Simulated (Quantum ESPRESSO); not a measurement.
Runs of Quantum ESPRESSO 7.5 on Ti2O. It takes space group P-3m1 (No. 164, trigonal). The conventional cell has a = 2.919 Å, b = 2.919 Å, c = 4.713 Å, α = 90.00°, β = 90.00°, γ = 120.00°. Ti (site symmetry 3m) has 3 O at 2.14 Å as nearest neighbours. O (site symmetry -3m) has 6 Ti at 2.14 Å as nearest neighbours. 

| level | U | mixing beta | gap on the mesh (eV) | pressure (GPa) | largest force (eV/Å) |
| --- | --- | --- | --- | --- | --- |
| PBEsol+U | Ti d U = 5 eV | 0.3 | none | (b) | 1.18 |
| PBEsol+U | Ti d U = 4 eV | 0.3 | none | 11.2 | 1.20 |
| PBEsol+U | Ti d U = 2 eV | 0.3 | none | 7.8 | 1.25 |
| PBEsol | - | 0.5 | none | 4.6 | 1.31 |
| PBEsol+U | Ti d U = 3 eV | 0.3 | none | (a) | 1.22 |

Alike in all rows: task single point; potentials or basis GBRV 1.5 PBEsol; no spin polarisation; cell as given; k mesh 10 × 10 × 6; cutoff (eV) 612; smearing fermi-dirac 0.05 eV.

Fill in the values left out.

(a) 9.4; (b) 13.1.

Caveats: forces of over 1 eV/Å show positions far from the minimum, so gaps and moduli don't describe the material at rest; U without spin polarisation on a metal has little footing (some runs); semilocal functionals often make such compounds metallic where correlation or magnetic order opens a gap, which also shifts bond lengths (some runs).

A k mesh can miss the band edges.

A gap of «none» marks a metal or a gap under the smearing width.

Not every run made on this cell is shown here.
